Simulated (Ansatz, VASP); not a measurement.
# Two plane-wave programs on SiC

```
Si C
1.0
     0.00000    2.07763    2.07763
     2.07763    0.00000    2.07763
     2.19328    2.19328   -0.11565
Si C
1 1
Direct
  0.00000 0.00000 0.00000
  0.75000 0.75000 0.75000
```

Alike in both runs: task single point; functional PBEsol; k mesh 12 × 12 × 12; occupations gaussian, width 0.05 eV; no spin polarisation.

|  | VASP | Ansatz |
| --- | --- | --- |
| version | VASP 6.6.1 | Ansatz 0.2.0 |
| potentials or method | VASP PAW PBE potentials, release 64 (Si, C) | scalar-relativistic, plane waves, PAW |
| plane-wave cutoff (eV) | 520 | 520 |
| valence electrons in the cell | 8 | 8 |

```tsv
	VASP	Ansatz	Ansatz less VASP
gap on the k mesh at the Fermi level (eV)	0.87	0.88	+0.015
least direct gap on the mesh (eV)	3.95	3.97	+0.020
pressure (GPa)	18.0	17.6	-0.37
largest component of the traceless stress (GPa)	16.25	16.13	-0.120
rms of the force components (eV/Å)	0.463	0.458	-0.0053
```

Atom by atom the forces differ by 0.005 eV/Å (rms over components). Ansatz warned: «pseudo_functional_mismatch».

Caveats: so large a pressure means that the cell lies far from this level's equilibrium, or that cutoff or potentials fall short (VASP); the potentials were made for another functional, which shifts forces and pressure (VASP). A k mesh can miss the band edges.
